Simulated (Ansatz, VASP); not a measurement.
# Al2O3 (corundum) in two plane-wave programs

One calculation is typed for both programs; each brings its own data sets. How far apart do they land? The cell is taken from a series of runs on this material, whose earlier steps may have relaxed, scaled, displaced or heated it; both programs get it as it stands. Other levels of theory on this material are compared in a session of their own.

Calculated with Ansatz 0.2.0; plane waves, with VASP 6.6.1 beside it; relaxation of cell and atoms at r2SCAN with rVV10.

### 1. The starting structure

The structure is trigonal, space group R-3c (No. 167). Conventional cell: a = 4.758 Å, b = 4.758 Å, c = 12.990 Å, α = 90.00°, β = 90.00°, γ = 120.00°. Nearest to Al lie 6 O at 1.85 to 1.97 Å. Nearest to O lie 4 Al at 1.85 to 1.97 Å. Farther neighbours and most contacts between anions are not listed.

### 2. VASP: relaxation of cell and atoms, r2SCAN with rVV10

The relaxed volume is the usual yardstick between codes: in a stiff, nearly cubic crystal its relative difference is about their pressure difference at one cell divided by the bulk modulus.

Lines of VASP's logs that name or quote its potential files are left out, and so is its time.

INCAR reads:

```
SYSTEM = Al2O3
PREC = Accurate
ENCUT = 660
EDIFF = 1E-07
NELM = 120
ISMEAR = -1
SIGMA = 0.05
LREAL = .FALSE.
ALGO = Normal
METAGGA = R2SCAN
LUSE_VDW = .TRUE.
IVDW_NL = 2
BPARAM = 11.95
CPARAM = 0.0093
LASPH = .TRUE.
NBANDS = 34
LORBIT = 11
LWAVE = .FALSE.
LCHARG = .FALSE.
ISIF = 3
IBRION = 2
NSW = 80
EDIFFG = -0.005
GGA_COMPAT = .FALSE.
NELMIN = 4
EFERMI = MIDGAP
LMIXTAU = .TRUE.
KPAR = 2
```

POSCAR reads:

```
Al2O3
1.0
    2.3790760000      1.3735600000      4.3299000000
   -2.3790760000      1.3735600000      4.3299000000
    0.0000000000     -2.7471200000      4.3299000000
Al O
4 6
Direct
    0.3522899682      0.3522899682      0.3522899682
    0.1477100318      0.1477100318      0.1477100318
    0.6477100318      0.6477100318      0.6477100318
    0.8522899682      0.8522899682      0.8522899682
    0.5562100580      0.9437899420      0.2500000000
    0.2499999197      0.5562099777      0.9437901026
    0.9437900223      0.2500000803      0.5562098974
    0.4437899420      0.0562100580      0.7500000000
    0.7500000803      0.4437900223      0.0562098974
    0.0562099777      0.7499999197      0.4437901026
```

KPOINTS reads:

```
Automatic mesh
0
Gamma
7 7 7
0 0 0
```

Potentials, in the order of the species: Al and O (PBE family, release 64).

On the command line:

```
> mpirun -np 2 vasp_std
```

Numbers of over 12 decimals in the logs are rounded to 6 here.

Log:

```text
[banner, memory and clock lines left out]
running    2 mpi-ranks, on    1 nodes
 distrk:  each k-point on    1 cores,    2 groups
 distr:  one band on    1 cores,    1 groups

 POSCAR found type information on POSCAR AlO
 POSCAR found :  2 types and      10 ions
|                                                                             |
|               ----> ADVICE to this user running VASP <----                  |
|                                                                             |
|     You have switched on vdW-DFT.                                           |
|     This routine was written and supplied by Jiri Klimes. We recommend      |
|     that you carefully read and cite the following publications:            |
|       J. Klimes, D.R. Bowler, A. Michelides                                 |
|          J. Phys.: Cond Matt. 22 022201 (2010)                              |
|       J. Klimes, D.R. Bowler, A. Michelides                                 |
|          Phys. Rev. B. 83, 195131 (2011)                                    |
|     and references therein.                                                 |
|                                                                             |

|                                                                             |
|               ----> ADVICE to this user running VASP <----                  |
|                                                                             |
|     You enforced a specific xc type in the INCAR file but a different       |
|     [... a line on the potential file left out ...]
|     I HOPE YOU KNOW WHAT YOU ARE DOING!                                     |
|                                                                             |

 LDA part: xc-table for (None), standard interpolation
 POSCAR, INCAR and KPOINTS ok, starting setup
 FFT: planning ... GRIDC
 FFT: planning ... GRID_SOFT
 FFT: planning ... GRID
 WAVECAR not read
 entering main loop
       N       E                     dE             d eps       ncg     rms          rms(c)
Total rVV10 correction in eV:      0.9807574    56.7348997
Total rVV10 correction in eV:      0.9807574    56.7348997
DAV:   1     0.249583428529E+03    0.24958E+03   -0.30193E+04  2992   0.168E+03
DAV:   2    -0.101061799370E+03   -0.35065E+03   -0.33918E+03  3820   0.330E+02
DAV:   3    -0.116390762961E+03   -0.15329E+02   -0.15274E+02  3852   0.704E+01
DAV:   4    -0.116516565721E+03   -0.12580E+00   -0.12573E+00  3712   0.725E+00
DAV:   5    -0.116518117634E+03   -0.15519E-02   -0.15517E-02  3764   0.814E-01    0.175E+01
Total rVV10 correction in eV:      1.1003043    56.7348998
Total rVV10 correction in eV:      1.1003043    56.7348998
DAV:   6    -0.969208736585E+02    0.19597E+02   -0.18313E+01  3624   0.215E+01    0.734E+00
Total rVV10 correction in eV:      1.1491186    56.7348998
Total rVV10 correction in eV:      1.1491186    56.7348998
DAV:   7    -0.940815192183E+02    0.28394E+01   -0.22304E+00  3418   0.111E+01    0.386E+00
Total rVV10 correction in eV:      1.2028402    56.7348998
Total rVV10 correction in eV:      1.2028402    56.7348998
DAV:   8    -0.102205645156E+03   -0.81241E+01   -0.19743E+00  3150   0.905E+00    0.183E+00
Total rVV10 correction in eV:      1.1909782    56.7348998
Total rVV10 correction in eV:      1.1909782    56.7348998
DAV:   9    -0.943028311327E+02    0.79028E+01   -0.15026E+00  3048   0.783E+00    0.612E-01
Total rVV10 correction in eV:      1.1959105    56.7348998
Total rVV10 correction in eV:      1.1959105    56.7348998
DAV:  10    -0.948397607427E+02   -0.53693E+00   -0.11550E-01  3198   0.273E+00    0.533E-01
Total rVV10 correction in eV:      1.1959633    56.7348998
Total rVV10 correction in eV:      1.1959633    56.7348998
DAV:  11    -0.948410174873E+02   -0.12567E-02   -0.75937E-04  3808   0.178E-01    0.556E-01
Total rVV10 correction in eV:      1.1980770    56.7348998
Total rVV10 correction in eV:      1.1980770    56.7348998
DAV:  12    -0.950332478282E+02   -0.19223E+00   -0.22683E-02  3094   0.131E+00    0.591E-01
Total rVV10 correction in eV:      1.2003066    56.7348998
Total rVV10 correction in eV:      1.2003066    56.7348998
DAV:  13    -0.948955647229E+02    0.13768E+00   -0.34941E-02  3050   0.149E+00    0.339E-01
Total rVV10 correction in eV:      1.2017544    56.7348998
Total rVV10 correction in eV:      1.2017544    56.7348998
DAV:  14    -0.951015251326E+02   -0.20596E+00   -0.62685E-02  3034   0.220E+00    0.142E+00
Total rVV10 correction in eV:      1.2029938    56.7348998
Total rVV10 correction in eV:      1.2029938    56.7348998
DAV:  15    -0.950974298437E+02    0.40953E-02   -0.10646E-03  3838   0.269E-01    0.166E+00
[...]
Total rVV10 correction in eV:      1.1962619    56.7349000
DAV:   1    -0.951184170571E+02   -0.12301E-01   -0.20372E-01  3552   0.308E+00    0.723E-01
Total rVV10 correction in eV:      1.1995796    56.7348999
Total rVV10 correction in eV:      1.1995796    56.7348999
DAV:   2    -0.951092530848E+02    0.91640E-02   -0.31001E-02  3614   0.103E+00    0.141E-01
Total rVV10 correction in eV:      1.1997097    56.7348999
Total rVV10 correction in eV:      1.1997097    56.7348999
DAV:   3    -0.951088877901E+02    0.36529E-03   -0.15485E-03  3350   0.243E-01    0.461E-02
Total rVV10 correction in eV:      1.1994162    56.7348999
Total rVV10 correction in eV:      1.1994162    56.7348999
DAV:   4    -0.951087900843E+02    0.97706E-04   -0.32498E-04  3126   0.157E-01    0.250E-02
Total rVV10 correction in eV:      1.1993922    56.7348999
Total rVV10 correction in eV:      1.1993922    56.7348999
DAV:   5    -0.951088869241E+02   -0.96840E-04   -0.16783E-04  3092   0.114E-01    0.374E-03
Total rVV10 correction in eV:      1.1994136    56.7348999
Total rVV10 correction in eV:      1.1994136    56.7348999
DAV:   6    -0.951088962582E+02   -0.93340E-05   -0.22918E-05  3346   0.498E-02    0.317E-03
Total rVV10 correction in eV:      1.1994365    56.7348999
Total rVV10 correction in eV:      1.1994365    56.7348999
DAV:   7    -0.951088948762E+02    0.13819E-05   -0.60596E-06  3578   0.226E-02    0.240E-03
Total rVV10 correction in eV:      1.1994266    56.7348999
Total rVV10 correction in eV:      1.1994266    56.7348999
DAV:   8    -0.951088954398E+02   -0.56352E-06   -0.97435E-07  3160   0.868E-03    0.686E-04
Total rVV10 correction in eV:      1.1994247    56.7348999
Total rVV10 correction in eV:      1.1994247    56.7348999
DAV:   9    -0.951088954561E+02   -0.16367E-07   -0.80358E-08  2232   0.194E-03
Total rVV10 correction in eV:      1.1994288    56.7348999
Total rVV10 correction in eV:      1.1994288    56.7348999
Total rVV10 correction in eV:      1.1994265    56.7348999
Total rVV10 correction in eV:      1.1994265    56.7348999
   3 F= -.95108895E+02 E0= -.95108895E+02  d E =-.430015E-02
[...]
4 F= -.95108892E+02 E0= -.95108892E+02  d E =-.429643E-02
[...]
5 F= -.95109158E+02 E0= -.95109158E+02  d E =-.266304E-03
[...]
6 F= -.95109158E+02 E0= -.95109158E+02  d E =-.266467E-03
 curvature:  -0.49 expect dE=-0.321E-04 dE for cont linesearch -0.185E-10
 trial: gam= 0.11526 g(F)=  0.688E-05 g(S)=  0.591E-04 ort = 0.151E-06 (trialstep = 0.915E+00)
 search vector abs. value=  0.740E-04
 bond charge predicted
       N       E                     dE             d eps       ncg     rms          rms(c)
Total rVV10 correction in eV:      1.2000072    56.7348999
Total rVV10 correction in eV:      1.2000072    56.7348999
DAV:   1    -0.951092150409E+02   -0.56910E-04   -0.43530E-03  3122   0.428E-01    0.370E-02
Total rVV10 correction in eV:      1.1999880    56.7348999
Total rVV10 correction in eV:      1.1999880    56.7348999
DAV:   2    -0.951092027572E+02    0.12284E-04   -0.55113E-05  3836   0.479E-02    0.219E-02
Total rVV10 correction in eV:      1.1999810    56.7348999
Total rVV10 correction in eV:      1.1999810    56.7348999
DAV:   3    -0.951091963070E+02    0.64501E-05   -0.17704E-05  3586   0.329E-02    0.233E-03
Total rVV10 correction in eV:      1.1999850    56.7348999
Total rVV10 correction in eV:      1.1999850    56.7348999
DAV:   4    -0.951091946256E+02    0.16815E-05   -0.41589E-06  3124   0.186E-02    0.124E-03
Total rVV10 correction in eV:      1.1999853    56.7348999
Total rVV10 correction in eV:      1.1999853    56.7348999
DAV:   5    -0.951091948576E+02   -0.23199E-06   -0.23664E-06  3112   0.155E-02    0.102E-03
Total rVV10 correction in eV:      1.1999850    56.7348999
Total rVV10 correction in eV:      1.1999850    56.7348999
DAV:   6    -0.951091942189E+02    0.63869E-06   -0.63554E-07  3120   0.761E-03    0.511E-04
Total rVV10 correction in eV:      1.1999845    56.7348999
Total rVV10 correction in eV:      1.1999845    56.7348999
DAV:   7    -0.951091942427E+02   -0.23846E-07   -0.13493E-07  2394   0.317E-03
Total rVV10 correction in eV:      1.1999848    56.7348999
Total rVV10 correction in eV:      1.1999848    56.7348999
Total rVV10 correction in eV:      1.1999848    56.7348999
Total rVV10 correction in eV:      1.1999848    56.7348999
   7 F= -.95109194E+02 E0= -.95109194E+02  d E =-.360438E-04
 trial-energy change:   -0.000036  1 .order   -0.000036   -0.000060   -0.000012
 step:   1.1493(harm=  1.1493)  dis= 0.00049  next Energy=   -95.109196 (dE=-0.379E-04)
 reached required accuracy - stopping structural energy minimisation
```

From OUTCAR (step 2):

```text
ion  position               nearest neighbor table
   1  0.352  0.352  0.352-   8 1.85  10 1.85   9 1.85   6 1.97   7 1.97   5 1.97   2 2.66   3 2.79
                             3 2.79   3 2.79   2 3.22   2 3.22   2 3.22
   2  0.148  0.148  0.148-   8 1.85   9 1.85  10 1.85   7 1.97   6 1.97   5 1.97   1 2.66   4 2.79
                             4 2.79   4 2.79   1 3.22   1 3.22   1 3.22
   3  0.648  0.648  0.648-   5 1.85   7 1.85   6 1.85   9 1.97  10 1.97   8 1.97   4 2.66   1 2.79
                             1 2.79   1 2.79   4 3.22   4 3.22   4 3.22
   4  0.852  0.852  0.852-   5 1.85   6 1.85   7 1.85  10 1.97   9 1.97   8 1.97   3 2.66   2 2.79
                             2 2.79   2 2.79   3 3.22   3 3.22   3 3.22
   5  0.556  0.944  0.250-   3 1.85   4 1.85   1 1.97   2 1.97
   6  0.250  0.556  0.944-   4 1.85   3 1.85   1 1.97   2 1.97
   7  0.944  0.250  0.556-   3 1.85   4 1.85   2 1.97   1 1.97
   8  0.444  0.056  0.750-   1 1.85   2 1.85   3 1.97   4 1.97
   9  0.750  0.444  0.056-   2 1.85   1 1.85   3 1.97   4 1.97
  10  0.056  0.750  0.444-   1 1.85   2 1.85   4 1.97   3 1.97

  LATTYP: Found a trigonal (rhomboedric) cell.
 ALAT       =     5.1278361613
 COS(alpha) =     0.5694948550

 Subroutine GETGRP returns: Found 12 space group operations
 (whereof  6 operations were pure point group operations)

The static configuration has the point symmetry S_6 .
 The point group associated with its full space group is D_3d.

 Found     44 irreducible k-points:

   k-points           NKPTS =     44   k-points in BZ     NKDIM =     44   number of bands    NBANDS=     34

   dimension x,y,z NGX =    48 NGY =   48 NGZ =   48
   dimension x,y,z NGXF=    96 NGYF=   96 NGZF=   96

   ENCUT  =  660.0 eV  48.51 Ry    6.96 a.u.  10.74 10.74 10.74*2*pi/ulx,y,z

   NELECT =      48.0000    total number of electrons

 k-points in reciprocal lattice and weights: Automatic mesh
   0.00000000  0.00000000  0.00000000       0.003
   0.14285714  0.00000000  0.00000000       0.017
   0.28571429  0.00000000  0.00000000       0.017
   0.42857143  0.00000000  0.00000000       0.017
   0.14285714  0.14285714  0.00000000       0.017
   0.28571429  0.14285714  0.00000000       0.035
   0.42857143  0.14285714  0.00000000       0.035
  -0.42857143  0.14285714 -0.00000000       0.035
  -0.28571429  0.14285714 -0.00000000       0.035
[...]
0.42857143  0.42857143  0.42857143       0.006
  -0.42857143  0.42857143  0.42857143       0.017

 average (electrostatic) potential at core
       1 -74.2908       2 -74.2908       3 -74.2908       4 -74.2908       5 -70.7170
       6 -70.7170       7 -70.7170       8 -70.7170       9 -70.7170      10 -70.7170

 E-fermi :   9.4218

 k-point     1 :       0.0000    0.0000    0.0000
  band No.  band energies     occupation
    ...
     20       5.2820      2.00000
     21       5.2820      2.00000
     22       5.7630      2.00000
     23       5.7630      2.00000
     24       5.8186      2.00000
     25      13.0250      0.00000
     26      15.9442      0.00000
     27      17.8566      0.00000
     28      18.4533      0.00000
     29      18.4533      0.00000
    ...

 k-point     2 :       0.1429    0.0000    0.0000
  band No.  band energies     occupation
    ...
     20       5.0413      2.00000
     21       5.1235      2.00000
     22       5.4968      2.00000
     23       5.7340      2.00000
     24       5.7736      2.00000
     25      13.4998      0.00000
     26      16.3388      0.00000
     27      17.4185      0.00000
     28      18.1250      0.00000
     29      18.2533      0.00000
    ...

 k-point     3 :       0.2857    0.0000    0.0000
  band No.  band energies     occupation
    ...
     20       4.3930      2.00000
     21       4.9760      2.00000
     22       5.3012      2.00000
     23       5.6092      2.00000
     24       5.6579      2.00000
     25      14.5858      0.00000
     26      16.8971      0.00000
     27      17.1402      0.00000
     28      17.4465      0.00000
     29      17.7659      0.00000
    ...

  Total       -0.0107040     -0.0107040      0.0185565      0.0000000     -0.0000000      0.0000000
  in kB       -0.2034269     -0.2034269      0.3526612      0.0000000     -0.0000000      0.0000000
  external PRESSURE =      -0.0180642 kB  Pullay stress =       0.0000000 kB

  energy-cutoff  :      660.00
  volume of cell :       84.30
      direct lattice vectors                 reciprocal lattice vectors
     2.373934744  1.370591695  4.318379682     0.210620785  0.121601982  0.077189446
    -2.373934744  1.370591695  4.318379682    -0.210620785  0.121601982  0.077189446
     0.000000000 -2.741183391  4.318379682     0.000000000 -0.243203964  0.077189446

 POSITION                                       TOTAL-FORCE (eV/Angst)
 -----------------------------------------------------------------------------------
      0.00000      0.00000      4.55874         0.000000     -0.000000     -0.000583
      0.00000      0.00000      1.91883         0.000000     -0.000000      0.000583
      0.00000      0.00000      8.39639         0.000000     -0.000000      0.000583
      0.00000      0.00000     11.03631         0.000000     -0.000000     -0.000583
     -0.91963      1.37059      7.55716         0.000435     -0.000000      0.000000
     -0.72715     -1.48172      7.55716        -0.000218      0.000377     -0.000000
      1.64678      0.11112      7.55716        -0.000218     -0.000377      0.000000
      0.91963     -1.37059      5.39797        -0.000435     -0.000000     -0.000000
      0.72715      1.48172      5.39797         0.000218     -0.000377      0.000000
     -1.64678     -0.11112      5.39797         0.000218      0.000377     -0.000000
 -----------------------------------------------------------------------------------
    total drift:                               -0.000000     -0.000000      0.000000

  FREE ENERGIE OF THE ION-ELECTRON SYSTEM (eV)
  ---------------------------------------------------
  free  energy   TOTEN  =       -95.1091942427 eV

  energy  without entropy=      -95.1091942427  energy(sigma->0) =      -95.10919424

 reached required accuracy - stopping structural energy minimisation

 total charge
# of ion       s       p       d       tot
------------------------------------------
    1        0.306   0.407   0.000   0.713
    2        0.306   0.407   0.000   0.713
    3        0.306   0.407   0.000   0.713
    4        0.306   0.407   0.000   0.713
    5        1.548   3.681   0.000   5.229
    6        1.548   3.681   0.000   5.229
    7        1.548   3.681   0.000   5.229
    8        1.548   3.681   0.000   5.229
    9        1.548   3.681   0.000   5.229
   10        1.548   3.681   0.000   5.229
--------------------------------------------------
tot         10.512  23.713   0.000  34.225

[... 3 further parts left out ...]
```

(Continued in part 2 of 2.)

[Lines on the potential files, build, host, timing and source positions are cut from VASP's logs without a mark.]

[Logs are printed without paths, hosts, clocks, repeated set-up lines and the standing remarks that a program may print on its own settings, such as how far it seeks lower states.]

[Hosts, paths, dates, database ids (printed as entryN), source tags and the programs' standing remarks are cut or masked in the printed files.]
